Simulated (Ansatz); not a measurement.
# Se: the cost of one run

Computed with Ansatz 0.2.0 (DFT PBE, scalar-relativistic, plane waves, PAW, unless a step's input says otherwise).

## Step 1: The starting structure

The structure is tetragonal, space group P4/mmm (No. 123). Conventional cell: a = 2.709 Å, b = 2.709 Å, c = 3.965 Å, α = 90.00°, β = 90.00°, γ = 90.00°. Se (site symmetry 4/mmm) has 4 Se at 2.71 Å in its first shell of neighbours.

As a file:

```
Se
1.0
     2.70914    0.00000    0.00000
     0.00000    2.70914    0.00000
     0.00000    0.00000    3.96540
Se
1
Direct
  0.00000 0.00000 0.50000
```

The cell is invented: random cell by space group and Wyckoff sites (P4/mmm, No. 123). Its size is a rough estimate.

## Step 2: Probe: one point on a coarse mesh

Input file input.yaml:

```yaml
crystal:
  lattice:
    - [2.70914445, 0.0, 0.0]
    - [0.0, 2.70914445, 0.0]
    - [0.0, 0.0, 3.96540058]
  atoms:
    - { symbol: Se, position: [0.0, 0.0, 0.5] }
basis:
  ecutwfc: 420
kpoints:
  mp_grid: { grid: [6, 6, 4] }
hamiltonian:
  xc: pbe
scf:
  occupations: { method: gaussian, width: 0.1 }
  lower_state_search: "off"
output:
  forces: true
  stress: true
  eigenvalues: true
```

Started as:

```bash
> ansatz run input.yaml --threads 1 --pin off --max-ram 2560MiB --backend cpu --events-out ev --progress --plain --runs-dir out
```

**Question.** How long does this run take on 1 thread of Intel Xeon at 2.50GHz (Skylake/Cascade Lake), shared host, and how much memory does it need?

About 2.1 s, with a peak of 0.29 GiB.
